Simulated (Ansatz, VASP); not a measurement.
# One calculation of NbP, two programs

```
Nb P
1.0
    -1.70015    1.70015    5.74045
     1.70015   -1.70015    5.74045
     1.70015    1.70015   -5.74045
Nb P
2 2
Direct
  0.76295 0.76295 0.00000
  0.51295 0.01295 0.50000
  0.31968 0.31968 0.00000
  0.06968 0.56968 0.50000
```

Alike in both runs: task single point; functional PBEsol; k mesh 14 × 14 × 14; occupations gaussian, width 0.05 eV; no spin polarisation.

```csv
,VASP,Ansatz
version,VASP 6.6.1,Ansatz 0.2.0
potentials or method,"VASP PAW PBE potentials, release 64 (Nb_sv, P)","scalar-relativistic, plane waves, PAW"
plane-wave cutoff (eV),520,420
valence electrons in the cell,36,36
```

Ansatz gave:

| Quantity | Value |
| --- | --- |
| gap on the k mesh at the Fermi level (eV) | none |
| pressure (GPa) | -8.9 |
| largest component of the traceless stress (GPa) | 6.37 |
| rms of the force components (eV/Å) | 1.144 |

**Question.** Estimate VASP's values.

**Answer.** gap on the k mesh at the Fermi level (eV): none; pressure (GPa): -9.1; largest component of the traceless stress (GPa): 6.35; rms of the force components (eV/Å): 1.145.

Atom by atom the forces differ by 0.001 eV/Å (rms over components). A gap of «none» marks a metal or a gap that the smearing closes.

Caveats: the PAW data sets were made with another functional, which shifts forces and pressure a little (VASP).
